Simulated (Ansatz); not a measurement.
How much do the gradients of Cu2O depend on the method?

Cell: an entry of the Crystallography Open Database (COD), whose atoms a relaxation with PBE at fixed cell left in place.

Space group Pn-3m:1 (No. 224); a = 4.2600 Å.

| site | Wyckoff | site symmetry | x | y | z |
| --- | --- | --- | --- | --- | --- |
| Cu | 4b | .-3m | 0.2500 | 0.2500 | 0.2500 |
| O | 2a | -43m | 0.0000 | 0.0000 | 0.0000 |

One atom of each set is listed.

First run. Method: Kohn–Sham DFT in Ansatz, PBE, plane waves and PAW, scalar-relativistic, 420 eV cutoff, Γ-centred 7×7×7 k-points, Fermi–Dirac smearing 0.02 eV.

```csv
site,V_zz (10²¹ V/m²),η
Cu,-5.30,0.00
```

Second run. The same atoms and settings, except that the functional is r2SCAN and the cutoff is 500 eV.

Problem. Given the first result, estimate the second.

Solution. 

```tsv
site	V_zz	η	change of V_zz
Cu	-7.84	0.00	-2.54
```

The largest change of V_zz is on Cu, from -5.30 to -7.84. In per cent, |V_zz| changes by +48 on Cu (all sites that start above 0.5). Sites without a gradient aren't listed.

Semilocal functionals underestimate gradients at Cu(I) with two or three neighbours, in Cu₂O by a fifth to nearly a half.
